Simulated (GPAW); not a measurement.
The system is CdS (Greenockite).

```
CELL_PARAMETERS angstrom
4.15000 0.00000 0.00000
-2.07500 3.59401 0.00000
0.00000 0.00000 6.73700
ATOMIC_POSITIONS crystal
Cd 0.66667 0.33333 0.50000
Cd 0.33333 0.66667 0.00000
S 0.66667 0.33333 0.87500
S 0.33333 0.66667 0.37500
```

Base run:

| Quantity | Value |
| --- | --- |
| Program | GPAW 26.7.0 |
| Functional | LDA |
| Potentials or basis | the program's PAW data sets (release 1.2.1) made for this functional |
| Cutoff | 450 eV |
| Basis | pw |
| k mesh | 6 × 6 × 3 |
| Occupations | fermi-dirac, width 0.05 eV |
| Spin | no spin polarisation |

Its results: band gap on the k mesh 0.89 eV, direct.

The run is repeated on the same cell with these changes: functional from LDA to GLLB-SC; cutoff from 450 eV to 600 eV; k mesh from 6 × 6 × 3 to 5 × 5 × 3. What comes out?

Band gap on the k mesh with the derivative discontinuity 2.44 eV.

Several settings changed at once, so the effect can't be laid on one alone.

Caveats: an odd mesh through Γ misses points on the zone boundary, where band edges often lie; the GLLB-SC gap is the Kohn-Sham gap of the path plus the derivative discontinuity (some runs); a model potential gives levels but no total energy (some runs).

Not every run made on this cell is shown here.
